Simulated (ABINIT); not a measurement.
Crystal: GaN.

```xyz
8
Lattice="3.2115 0.0000 0.0000 -1.6058 2.7813 0.0000 0.0000 0.0000 10.3568" Properties=species:S:1:pos:R:3 pbc="T T T"
Ga    0.0000    0.0000    8.1391
Ga    1.6058    0.9271    0.3868
Ga    0.0000    1.8542    5.5652
Ga    0.0000    0.0000    2.9607
N     0.0000    0.0000    0.9636
N     1.6058    0.9271    3.5601
N     0.0000    0.0000    6.1420
N     0.0000    1.8542    8.7385
```

The cell is a database's computed one.

Base run:

```yaml
Program: ABINIT 10.8.3 (patched build)
Functional: PBE
Potentials_or_basis: JTH PAW PBE v2.0
Cutoff: 707 eV
k_mesh: 6 × 6 × 2
Occupations: fermi-dirac, width 0.05 eV
Spin: no spin polarisation
```

Its results: band gap on the k mesh 0.81 eV, direct; pressure 0.2 GPa; largest force 0.351 eV/Å.

Question: The run is repeated on the same cell with these changes: functional from PBE to PBEsol. What comes out?

Answer: Band gap on the k mesh 0.77 eV, direct; pressure -5.6 GPa; largest force 0.274 eV/Å.

PBEsol binds more tightly than PBE, so the same cell stands under less pressure.

Caveats: the PAW data sets were made with another functional, which shifts forces and pressure a little (some runs).

A k mesh can miss the band edges.

Not every run made on this cell is shown here.
